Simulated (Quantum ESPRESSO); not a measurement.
# WC (Fm-3m) in Quantum ESPRESSO: a series of runs, part 3 of 3

Quantum ESPRESSO 7.5. The steps go on from the part before.

### Step 4. Phonons and electron-phonon coupling, PBEsol

pw.in reads:

```
&CONTROL
  calculation = 'scf'
  prefix = 'pwscf'
  outdir = './tmp'
  pseudo_dir = './pseudo'
  tprnfor = .true.
  tstress = .true.
  disk_io = 'low'
/
&SYSTEM
  ibrav = 0
  nat = 2
  ntyp = 2
  ecutwfc = 56
  ecutrho = 448
  nbnd = 15
  occupations = 'smearing'
  smearing = 'mp'
  degauss = 0.01999163
/
&ELECTRONS
  conv_thr = 4d-10
  electron_maxstep = 120
  mixing_beta = 0.5
/
ATOMIC_SPECIES
W    183.8400 w_pbesol_v1.2.uspp.F.UPF
C     12.0110 c_pbesol_v1.2.uspp.F.UPF
CELL_PARAMETERS angstrom
   0.0000000000    2.1926840000    2.1926840000
   2.1926840000    0.0000000000    2.1926840000
   2.1926840000    2.1926840000    0.0000000000
ATOMIC_POSITIONS crystal
W      0.0000000000    0.0000000000    0.0000000000
C      0.5000000000    0.5000000000    0.5000000000
K_POINTS automatic
6 6 6 0 0 0
```

relax.in reads:

```
&CONTROL
  calculation = 'vc-relax'
  prefix = 'pwscf'
  outdir = './tmp'
  pseudo_dir = './pseudo'
  tprnfor = .true.
  tstress = .true.
  disk_io = 'low'
  nstep = 40
  forc_conv_thr = 0.0001
  etot_conv_thr = 1d-06
/
&SYSTEM
  ibrav = 0
  nat = 2
  ntyp = 2
  ecutwfc = 56
  ecutrho = 448
  nbnd = 15
  occupations = 'smearing'
  smearing = 'mp'
  degauss = 0.01999163
/
&ELECTRONS
  conv_thr = 4d-10
  electron_maxstep = 120
  mixing_beta = 0.5
/
&IONS
  ion_dynamics = 'bfgs'
/
&CELL
  cell_dynamics = 'bfgs'
  press = 0
  press_conv_thr = 0.2
/
ATOMIC_SPECIES
W    183.8400 w_pbesol_v1.2.uspp.F.UPF
C     12.0110 c_pbesol_v1.2.uspp.F.UPF
CELL_PARAMETERS angstrom
   0.0000000000    2.1926840000    2.1926840000
   2.1926840000    0.0000000000    2.1926840000
   2.1926840000    2.1926840000    0.0000000000
ATOMIC_POSITIONS crystal
W      0.0000000000    0.0000000000    0.0000000000
C      0.5000000000    0.5000000000    0.5000000000
K_POINTS automatic
6 6 6 0 0 0
```

scf2.in reads:

```
&CONTROL
  calculation = 'scf'
  prefix = 'pwscf'
  outdir = './tmp'
  pseudo_dir = './pseudo'
  tprnfor = .true.
  tstress = .true.
  disk_io = 'low'
/
&SYSTEM
  ibrav = 0
  nat = 2
  ntyp = 2
  ecutwfc = 56
  ecutrho = 448
  nbnd = 15
  occupations = 'smearing'
  smearing = 'mp'
  degauss = 0.01999163
/
&ELECTRONS
  conv_thr = 1d-13
  electron_maxstep = 120
  mixing_beta = 0.5
  startingpot = 'file'
  startingwfc = 'file'
/
ATOMIC_SPECIES
W    183.8400 w_pbesol_v1.2.uspp.F.UPF
C     12.0110 c_pbesol_v1.2.uspp.F.UPF
CELL_PARAMETERS angstrom
   0.0000000000    2.1756216119    2.1756216119
   2.1756216119    0.0000000000    2.1756216119
   2.1756216119    2.1756216119    0.0000000000
ATOMIC_POSITIONS crystal
W      0.0000000000    0.0000000000    0.0000000000
C      0.5000000000    0.5000000000    0.5000000000
K_POINTS automatic
6 6 6 0 0 0
```

dense.in reads:

```
&CONTROL
  calculation = 'scf'
  prefix = 'pwscf'
  outdir = './tmp'
  pseudo_dir = './pseudo'
  tprnfor = .true.
  tstress = .true.
  disk_io = 'low'
/
&SYSTEM
  ibrav = 0
  nat = 2
  ntyp = 2
  ecutwfc = 56
  ecutrho = 448
  nbnd = 15
  occupations = 'smearing'
  smearing = 'mp'
  degauss = 0.01999163
  la2F = .true.
/
&ELECTRONS
  conv_thr = 1d-12
  electron_maxstep = 120
  mixing_beta = 0.5
  startingpot = 'file'
/
ATOMIC_SPECIES
W    183.8400 w_pbesol_v1.2.uspp.F.UPF
C     12.0110 c_pbesol_v1.2.uspp.F.UPF
CELL_PARAMETERS angstrom
   0.0000000000    2.1756216119    2.1756216119
   2.1756216119    0.0000000000    2.1756216119
   2.1756216119    2.1756216119    0.0000000000
ATOMIC_POSITIONS crystal
W      0.0000000000    0.0000000000    0.0000000000
C      0.5000000000    0.5000000000    0.5000000000
K_POINTS automatic
18 18 18 0 0 0
```

scf3.in reads:

```
&CONTROL
  calculation = 'scf'
  prefix = 'pwscf'
  outdir = './tmp'
  pseudo_dir = './pseudo'
  tprnfor = .true.
  tstress = .true.
  disk_io = 'low'
/
&SYSTEM
  ibrav = 0
  nat = 2
  ntyp = 2
  ecutwfc = 56
  ecutrho = 448
  nbnd = 15
  occupations = 'smearing'
  smearing = 'mp'
  degauss = 0.01999163
/
&ELECTRONS
  conv_thr = 1d-12
  electron_maxstep = 120
  mixing_beta = 0.5
  startingpot = 'file'
/
ATOMIC_SPECIES
W    183.8400 w_pbesol_v1.2.uspp.F.UPF
C     12.0110 c_pbesol_v1.2.uspp.F.UPF
CELL_PARAMETERS angstrom
   0.0000000000    2.1756216119    2.1756216119
   2.1756216119    0.0000000000    2.1756216119
   2.1756216119    2.1756216119    0.0000000000
ATOMIC_POSITIONS crystal
W      0.0000000000    0.0000000000    0.0000000000
C      0.5000000000    0.5000000000    0.5000000000
K_POINTS automatic
6 6 6 0 0 0
```

ph.in reads:

```
phonon_bands of WC
&INPUTPH
  prefix = 'pwscf'
  outdir = './tmp'
  tr2_ph = 1d-18
  fildyn = 'dyn'
  niter_ph = 90
  alpha_mix(1) = 0.4
  ldisp = .true.
  nq1 = 2
  nq2 = 2
  nq3 = 2
  electron_phonon = 'interpolated'
  el_ph_sigma = 0.005
  el_ph_nsigma = 10
  fildvscf = 'dvscf'
/
```

q2r.in reads:

```
&INPUT
  fildyn = 'dyn'
  zasr = 'crystal'
  flfrc = 'fc'
  la2F = .true.
/
```

matdyn.in reads:

```
&INPUT
  asr = 'crystal'
  flfrc = 'fc'
  flfrq = 'freq'
  q_in_cryst_coord = .true.
  flvec = ' '
/
80
 0.0000000000  0.0000000000  0.0000000000
 0.0454545455  0.0000000000  0.0454545455
 0.0909090909  0.0000000000  0.0909090909
 0.1363636364  0.0000000000  0.1363636364
 0.1818181818  0.0000000000  0.1818181818
 0.2272727273  0.0000000000  0.2272727273
 0.2727272727  0.0000000000  0.2727272727
 0.3181818182  0.0000000000  0.3181818182
 0.3636363636  0.0000000000  0.3636363636
 0.4090909091  0.0000000000  0.4090909091
 0.4545454545  0.0000000000  0.4545454545
 0.5000000000  0.0000000000  0.5000000000
 0.5000000000  0.0500000000  0.5500000000
 0.5000000000  0.1000000000  0.6000000000
 0.5000000000  0.1500000000  0.6500000000
 0.5000000000  0.2000000000  0.7000000000
 0.5000000000  0.2500000000  0.7500000000
 0.4687500000  0.2812500000  0.7500000000
 0.4375000000  0.3125000000  0.7500000000
 0.4062500000  0.3437500000  0.7500000000
 0.3750000000  0.3750000000  0.7500000000
 0.3461538462  0.3461538462  0.6923076923
 0.3173076923  0.3173076923  0.6346153846
 0.2884615385  0.2884615385  0.5769230769
 0.2596153846  0.2596153846  0.5192307692
 0.2307692308  0.2307692308  0.4615384615
 0.2019230769  0.2019230769  0.4038461538
 0.1730769231  0.1730769231  0.3461538462
 0.1442307692  0.1442307692  0.2884615385
 0.1153846154  0.1153846154  0.2307692308
 0.0865384615  0.0865384615  0.1730769231
 0.0576923077  0.0576923077  0.1153846154
 0.0288461538  0.0288461538  0.0576923077
 0.0000000000  0.0000000000  0.0000000000
 0.0454545455  0.0454545455  0.0454545455
 0.0909090909  0.0909090909  0.0909090909
 0.1363636364  0.1363636364  0.1363636364
 0.1818181818  0.1818181818  0.1818181818
 0.2272727273  0.2272727273  0.2272727273
 0.2727272727  0.2727272727  0.2727272727
 0.3181818182  0.3181818182  0.3181818182
 0.3636363636  0.3636363636  0.3636363636
 0.4090909091  0.4090909091  0.4090909091
 0.4545454545  0.4545454545  0.4545454545
 0.5000000000  0.5000000000  0.5000000000
 0.5178571429  0.4642857143  0.5178571429
 0.5357142857  0.4285714286  0.5357142857
 0.5535714286  0.3928571429  0.5535714286
 0.5714285714  0.3571428571  0.5714285714
 0.5892857143  0.3214285714  0.5892857143
 0.6071428571  0.2857142857  0.6071428571
 0.6250000000  0.2500000000  0.6250000000
 0.5937500000  0.2500000000  0.6562500000
 0.5625000000  0.2500000000  0.6875000000
 0.5312500000  0.2500000000  0.7187500000
 0.5000000000  0.2500000000  0.7500000000
 0.5000000000  0.2750000000  0.7250000000
 0.5000000000  0.3000000000  0.7000000000
 0.5000000000  0.3250000000  0.6750000000
 0.5000000000  0.3500000000  0.6500000000
 0.5000000000  0.3750000000  0.6250000000
 0.5000000000  0.4000000000  0.6000000000
 0.5000000000  0.4250000000  0.5750000000
 0.5000000000  0.4500000000  0.5500000000
 0.5000000000  0.4750000000  0.5250000000
 0.5000000000  0.5000000000  0.5000000000
 0.4861111111  0.4861111111  0.5277777778
 0.4722222222  0.4722222222  0.5555555556
 0.4583333333  0.4583333333  0.5833333333
 0.4444444444  0.4444444444  0.6111111111
 0.4305555556  0.4305555556  0.6388888889
 0.4166666667  0.4166666667  0.6666666667
 0.4027777778  0.4027777778  0.6944444444
 0.3888888889  0.3888888889  0.7222222222
 0.3750000000  0.3750000000  0.7500000000
 0.6250000000  0.2500000000  0.6250000000
 0.5937500000  0.1875000000  0.5937500000
 0.5625000000  0.1250000000  0.5625000000
 0.5312500000  0.0625000000  0.5312500000
 0.5000000000  0.0000000000  0.5000000000
```

matdyn_dos.in reads:

```
&INPUT
  asr = 'crystal'
  flfrc = 'fc'
  dos = .true.
  fldos = 'phdos'
  nk1 = 9
  nk2 = 9
  nk3 = 9
  deltaE = 2
  flvec = ' '
  flfrq = ' '
/
```

matdyn_a2f.in reads:

```
&INPUT
  asr = 'crystal'
  flfrc = 'fc'
  la2F = .true.
  dos = .true.
  fldos = 'dos2'
  nk1 = 8
  nk2 = 8
  nk3 = 8
  ndos = 60
  el_ph_nsigma = 10
  flfrq = 'dosfreq2'
  flvec = ' '
/
```

matdyn_mesh.in reads:

```
&INPUT
  asr = 'crystal'
  flfrc = 'fc'
  flfrq = 'mesh'
  q_in_cryst_coord = .true.
  flvec = ' '
/
512
 0.06250000  0.06250000  0.06250000
 0.06250000  0.06250000  0.18750000
 0.06250000  0.06250000  0.31250000
[... 509 further points of the even 8 x 8 x 8 mesh, shifted by half a step ...]
```

Potentials or basis: GBRV 1.5 PBEsol.

Launch:

```
OMP_NUM_THREADS=1 pw.x -in pw.in > pw.out
OMP_NUM_THREADS=1 pw.x -in relax.in > relax.out
OMP_NUM_THREADS=1 pw.x -in scf2.in > scf2.out
OMP_NUM_THREADS=1 pw.x -in dense.in > dense.out
OMP_NUM_THREADS=1 pw.x -in scf3.in > scf3.out
OMP_NUM_THREADS=1 ph.x -in ph.in > ph.out
OMP_NUM_THREADS=1 q2r.x -in q2r.in > q2r.out
OMP_NUM_THREADS=1 matdyn.x -in matdyn.in > matdyn.out
OMP_NUM_THREADS=1 matdyn.x -in matdyn_dos.in > matdyn_dos.out
OMP_NUM_THREADS=1 matdyn.x -in matdyn_a2f.in > matdyn_a2f.out
OMP_NUM_THREADS=1 matdyn.x -in matdyn_mesh.in > matdyn_mesh.out
```

pw.out:

```text
This program is part of the open-source Quantum ESPRESSO suite
     for quantum simulation of materials; please cite
[... 9 lines left out ...]
     --------------------
     sticks:   dense  smooth     PW     G-vecs:    dense   smooth      PW
     Sum        1069     517    163                22899     7991    1459

     Using Slab Decomposition

     bravais-lattice index     =            0
     lattice parameter (alat)  =       5.8599  a.u.
     unit-cell volume          =     142.2836 (a.u.)^3
     number of atoms/cell      =            2
     number of atomic types    =            2
     number of electrons       =        18.00
     number of Kohn-Sham states=           15
     kinetic-energy cutoff     =      56.0000  Ry
     charge density cutoff     =     448.0000  Ry
     scf convergence threshold =      4.0E-10
     mixing beta               =       0.5000
     number of iterations used =            8  plain     mixing
     Exchange-correlation= SLA  PW   PSX  PSC
                           (   1   4  10   8   0   0   0)

     celldm(1)=   5.859896  celldm(2)=   0.000000  celldm(3)=   0.000000
     celldm(4)=   0.000000  celldm(5)=   0.000000  celldm(6)=   0.000000

[... 8 lines left out ...]
               b(3) = (  0.707107  0.707107 -0.707107 )

     PseudoPot. # 1 for W  read from file:
     w_pbesol_v1.2.uspp.F.UPF
     Pseudo is Ultrasoft + core correction, Zval = 14.0
     Generated by new atomic code, or converted to UPF format
     Using radial grid of  923 points,  8 beta functions with:
[... 166 lines left out ...]

   -53.6981 -17.6951 -17.6951 -17.6951   5.8859  18.9177  18.9177  18.9177
    20.6478  20.6478  20.6478  20.7020  20.7020  28.1651  31.2984

          k = 0.1179 0.1179-0.1179 (   989 PWs)   bands (ev):
[... 31 lines left out ...]
   -53.6611 -18.1767 -17.8718 -17.7612   9.4687  13.1424  15.4414  15.6732
    21.5859  22.5839  23.4511  26.6751  29.2695  30.3580  34.1989

          k = 0.0000-0.2357 0.2357 (   991 PWs)   bands (ev):

   -53.6766 -17.9873 -17.8081 -17.7184   7.7363  15.2066  16.1726  16.5055
    20.0221  21.9042  22.7217  23.9581  28.0303  30.4098  34.3068

          k = 0.4714 0.0000-0.0000 (  1018 PWs)   bands (ev):
[... 11 lines left out ...]
   -53.6518 -18.0886 -18.0740 -17.8238   9.3621  13.8843  15.6372  16.1376
    21.0608  22.5418  24.1999  26.0259  28.3083  32.0755  33.2387

          k =-0.7071 0.0000 0.0000 (   998 PWs)   bands (ev):

   -53.6488 -18.2252 -17.9049 -17.9049   8.1368  15.8898  16.0804  19.1983
    19.1983  22.5230  23.9607  23.9607  27.0818  28.9450  33.4603

          k =-0.2357-0.4714 0.7071 (  1013 PWs)   bands (ev):
[... 6 lines left out ...]
   -53.6518 -18.1450 -17.9916 -17.8498   9.3664  13.9421  15.5958  16.0073
    21.8579  21.9853  23.8867  26.8837  27.3075  32.0464  33.5840

          k =-0.7071 0.2357 0.0000 (  1008 PWs)   bands (ev):

   -53.6488 -18.1464 -17.9862 -17.9097   8.7825  15.6082  15.7737  16.1208
    20.8172  23.2782  23.9678  24.7013  26.7941  31.7448  33.5590

     the Fermi energy is    21.6870 ev

!    total energy              =    -170.48307195 Ry
     estimated scf accuracy    <          2.0E-12 Ry
     smearing contrib. (-TS)   =       0.00019593 Ry
     internal energy E=F+TS    =    -170.48326788 Ry

     The total energy is F=E-TS. E is the sum of the following terms:
     one-electron contribution =     -10.59309081 Ry
     hartree contribution      =      16.77913198 Ry
     xc contribution           =     -44.65268426 Ry
     ewald contribution        =    -132.01662479 Ry

     convergence has been achieved in  11 iterations

     negative rho (up, down):  6.545E-02 0.000E+00

     Forces acting on atoms (cartesian axes, Ry/au):

     atom    1 type  1   force =    -0.00000000    0.00000000    0.00000000
     atom    2 type  2   force =    -0.00000000    0.00000000    0.00000000

     Total force =     0.000000     Total SCF correction =     0.000000

     Computing stress (Cartesian axis) and pressure

     negative rho (up, down):  6.545E-02 0.000E+00
          total   stress  (Ry/bohr**3)                   (kbar)     P=      -86.76
  -0.00058980  -0.00000000   0.00000000          -86.76       -0.00        0.00
   0.00000000  -0.00058980  -0.00000000            0.00      -86.76       -0.00
   0.00000000  -0.00000000  -0.00058980            0.00       -0.00      -86.76

=------------------------------------------------------------------------------=
   JOB DONE.
=------------------------------------------------------------------------------=
```

Wall time 9.3 min (1 thread of Arm Neoverse V1, shared host); peak memory 0.23 GiB.

What came out:

```
Free energy                            : -2319.5538 eV
Relaxed volume                         : 10.30 Å³/atom
Relaxed cell                           : a = 3.077 Å, b = 3.077 Å, c = 3.077 Å, α = 60.00°, β = 60.00°, γ = 60.00°
Space group after relaxing (to 0.05 Å) : Fm-3m (No. 225)
Pressure after relaxing                : 0.0 GPa
Band gap on the k mesh                 : none (metal or under the smearing width)
Highest phonon frequency               : 674 cm⁻¹
Most unstable mode                     : 176i cm⁻¹
```

The path:
```tsv
step	energy change (eV)	largest force (eV/Å)	pressure (GPa)	volume (Å³)
1	0.0000	0.0000	-8.68	21.08
2	-0.0021	0.0000	8.63	20.17
3	-0.0135	0.0000	-0.32	20.61
4	-0.0135	0.0000	-0.01	20.60
5	-0.0135	0.0000	0.01	20.60
```

Final structure:
```xyz
2
Lattice="0.0000 2.1756 2.1756 2.1756 0.0000 2.1756 2.1756 2.1756 0.0000" Properties=species:S:1:pos:R:3 pbc="T T T"
W     0.0000    0.0000    0.0000
C     2.1756    2.1756    2.1756
```

Phonon frequencies in cm⁻¹ (negative: imaginary):
```tsv
q point	frequencies
(0.000, 0.000, 0.000)	0 0 0 452 452 452
(0.318, 0.000, 0.318)	-92 32 32 551 586 586
(0.500, 0.150, 0.650)	-150 -79 83 588 609 610
(0.346, 0.346, 0.692)	-121 45 86 612 613 632
(0.144, 0.144, 0.288)	54 76 103 529 550 552
(0.091, 0.091, 0.091)	38 38 50 468 468 473
(0.409, 0.409, 0.409)	87 87 135 620 620 659
(0.589, 0.321, 0.589)	-102 55 94 615 616 639
(0.500, 0.275, 0.725)	-112 -111 109 610 611 620
(0.500, 0.450, 0.550)	77 83 132 630 631 670
(0.431, 0.431, 0.639)	-63 67 108 621 622 650
(0.562, 0.125, 0.562)	-166 -43 -25 570 599 603
```

Phonon frequencies at the corners of the path (cm⁻¹, interpolated; i marks imaginary ones):
```tsv
point	frequencies
Γ	0 0 0 452 452 452
X	176i 55i 55i 557 594 594
W	114i 114i 109 610 610 618
K	139i 28 70 600 609 623
L	88 88 139 633 633 674
U	139i 28 70 600 609 623
```

Phonon states per cell in windows of 50 cm⁻¹ (negative: imaginary):
```tsv
from (cm⁻¹)	total	W	C
-200	0.03	0.03	0.00
-150	0.24	0.23	0.01
-100	0.32	0.31	0.01
-50	0.38	0.37	0.01
0	0.49	0.48	0.01
50	1.03	1.01	0.01
100	0.50	0.50	0.00
150	0.00	0.00	0.00
200	0.00	0.00	0.00
250	0.00	0.00	0.00
300	0.00	0.00	0.00
350	0.00	0.00	0.00
400	0.00	0.00	0.00
450	0.05	0.00	0.05
500	0.21	0.00	0.21
550	0.89	0.02	0.87
600	1.79	0.03	1.76
650	0.06	0.00	0.06
```

Caveat: the k mesh is coarse (spacing up to 0.41 Å⁻¹), so the values aren't converged; the mesh is thin for the phonons of a metal; some modes are imaginary; λ from interpolated matrix elements is rough: modes that symmetry makes equal can differ by tens of percent; the q mesh is small, so phonon branches between its points and thermal values are rough. The run has no spin-orbit coupling, so splittings on W are missing.

### Step 5. The runs side by side

```csv
task,level,potentials or basis,k mesh,cutoff (eV),smearing,form of the LDA correlation,q mesh,mesh quality,gap on the mesh (eV),pressure (GPa)
phonons,PBE,PseudoDojo 0.4 SR PBE stringent,10 × 10 × 10,1116,cold 0.2 eV,-,-,not flagged,none,0.0
phonons,LDA,GBRV 1.5 LDA,10 × 10 × 10,762,cold 0.272 eV,PZ81,-,not flagged,none,0.0
phonons and electron-phonon coupling,PBEsol,GBRV 1.5 PBEsol,6 × 6 × 6,762,methfessel-paxton 0.272 eV,-,2 × 2 × 2,coarse,none,0.0
```

Alike in all rows: no spin polarisation; cell relaxed.

Caveats: some runs use coarse meshes; the mesh is thin for the phonons of a metal (some runs); some modes are imaginary (some runs); λ from interpolated matrix elements is rough: modes that symmetry makes equal can differ by tens of percent (some runs).

Absolute energies hang on the potentials; compare differences alone.
